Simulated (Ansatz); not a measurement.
Runs of Ansatz 0.2.0 on BaTiO3. The typed cell holds 10 atoms: a = 4.004 Å, b = 5.655 Å, c = 5.670 Å, α = 90.00°, β = 90.21°, γ = 90.00°. 

| level | gap on the mesh (eV) | pressure (GPa) | relaxed volume (Å³/atom) |
| --- | --- | --- | --- |
| PBEsol | 2.32 | 0.0 | (c) |
| PBEsol+D3(BJ) | 2.14 | 0.0 | 12.35 |
| PBEsol+D3(BJ)-ATM | 2.17 | 0.0 | (a) |
| PBEsol+D4 | 2.25 | 0.0 | (b) |

Alike in all rows: task relaxation of cell and atoms; potentials or basis Ansatz PAW; no spin polarisation; cell relaxed from: a zone-boundary wave of random shape, sigma 0.1 Å; k mesh 7 × 5 × 5; cutoff (eV) 420; smearing fermi-dirac 0.05 eV.

Problem. Fill in the values left out.

Solution. (a) 12.39; (b) 12.52; (c) 12.69.

Caveats: odd divisions of the mesh miss points on the zone boundary, where band edges often lie, so the gap on the mesh can be too wide; the plane-wave basis is chosen anew once the cell has moved, so the energies of steps on either side of that aren't comparable; spin-orbit coupling is left out, which moves the levels of the heavy elements; the PAW data sets come from PBE, with cores solved anew for the run's functional, which leaves a small shift of forces and pressure.

A k mesh can miss the band edges, and the runs leave out spin-orbit coupling on Ba.
